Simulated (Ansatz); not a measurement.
System: NaI (rock salt type), 2 atoms in the cell.

Method: Ansatz, PBE, all-electron LAPW, point nucleus.

k-mesh 8×8×8 Γ-centred; Fermi–Dirac smearing of 0.1 eV; no spin polarisation; no spin–orbit coupling.

```
Na I
1.0
     0.00000    3.26500    3.26500
     3.26500    0.00000    3.26500
     3.26500    3.26500    0.00000
Na I
1 1
Direct
  0.00000 0.00000 0.00000
  0.50000 0.50000 0.50000
```

**Question.** Is the cell under compression or tension, and by how much?

**Answer.** The pressure is 0.00 GPa, close to zero.
